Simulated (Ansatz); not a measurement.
## A vibration from a frozen displacement in C

Computed with Ansatz 0.2.0, DFT PBE, scalar-relativistic, plane waves, PAW. The runs took a 420 eV cutoff, a Γ-centred 12×12×4 mesh and Gaussian smearing (0.05 eV). No spin polarisation. Energies are free energies at this smearing, counted from the undisturbed cell; pressure is positive in compression.

Reference structure (relaxed at this level):

```
CELL_PARAMETERS angstrom
2.51802 0.00000 0.00000
-1.25901 2.18067 0.00000
0.00000 0.00000 8.30459
ATOMIC_POSITIONS crystal
C 0.00000 0.00000 0.09297
C 0.00000 0.00000 0.59297
C 0.00000 0.00000 0.40703
C 0.00000 0.00000 0.90703
C 0.33333 0.66667 0.15553
C 0.66667 0.33333 0.65553
C 0.33333 0.66667 0.34447
C 0.66667 0.33333 0.84447
```

Atom 1 (C) is moved by x along the Cartesian unit vector (-0.500, -0.866, 0.000); the cell and all other atoms stay fixed. The cell's volume is 45.60 Å³; the moved atoms weigh 12.011 u together and the others 84.077 u. Some rows repeat others by symmetry and weren't run.

```csv
x (Å),ΔE (meV/cell),total force on the moved atoms along the move (eV/Å),pressure (GPa)
-0.3000,1652.45,10.6927,8.4434
-0.2625,1272.93,9.5214,6.4159
-0.2250,939.41,8.2556,4.6832
-0.1875,654.46,6.9342,3.2351
-0.1500,419.79,5.5766,2.0628
-0.1125,236.49,4.1966,1.1591
-0.0750,105.21,2.8035,0.5179
-0.0375,26.32,1.4033,0.1350
0.0000,0.00,0.0000,0.0077
0.0375,26.32,-1.4033,0.1350
0.0750,105.21,-2.8035,0.5179
0.1125,236.49,-4.1966,1.1591
0.1500,419.79,-5.5766,2.0628
0.1875,654.46,-6.9342,3.2351
0.2250,939.41,-8.2556,4.6832
0.2625,1272.93,-9.5214,6.4159
0.3000,1652.45,-10.6927,8.4434
```

Problem. What frequency belongs to this motion?

Solution. The force constant is k = −dF/dx = 37.421 eV/Å², from the parabola through x = -0.0375, 0 and 0.0375. In every cell the moved atoms swing against the rest, so the mass is μ = m₁m₂/(m₁ + m₂) = 10.510 u, and ν̃ = 521.5 cm⁻¹ × √(|k|/μ) = 984 cm⁻¹. The pattern needn't be a normal mode: ν̃² is then a weighted mean of the squared nonzero frequencies at the zone centre of this cell, taken without macroscopic field, so it lies between the lowest and the highest of them.

Problem. How far does the harmonic law reach?

Solution. At x = -0.300 Å, kx²/2 = 1683.96 meV against the computed 1652.45 meV (-1.9 %): the well is still close to harmonic there.

Problem. The pressure changes with x². What does that say about the frequency under compression?

Solution. With E = k(V)x²/2, k ∝ V^(−2γ) and x scaling with the cell as V^(1/3), P − P0 = −∂E/∂V = (2γ − 2/3) ΔE/V. At x = 0.0750 Å, V(P − P0) = 45.60 × 0.51026 / 160.2 eV = 145.23 meV and ΔE = 105.21 meV, so γ = 1/3 + V(P − P0)/(2ΔE) = 1.02. This is the Grüneisen parameter of the motion under uniform scaling of the cell: shrinking the cell evenly by 1 % in volume raises the frequency by about 1.02 %.

The structure is the 4H polytype of diamond, an sp³ network in which every carbon has four σ bonds, and the force constant of 37.421 eV/Å² reflects their resistance to both stretching and bending. That 984 cm⁻¹ lies well below the Raman line of cubic diamond doesn't indicate weaker bonds: displacing a single atom mixes the stiff optical modes with softer ones folded in from the zone boundary of the shorter diamond repeat.

The exact evenity of the well comes from symmetry, since the move is perpendicular to a mirror plane through the atom. One basal bond shortens as another lengthens, so their cubic terms cancel in the energy. They survive in the pressure, because the compressed bond pushes harder than the stretched one pulls back, which probably accounts for most of its rise and for the positive Grüneisen parameter. The near-harmonic behaviour can't be carried over to every direction at this site: a move within the mirror plane, for instance along a bond, allows a cubic term.
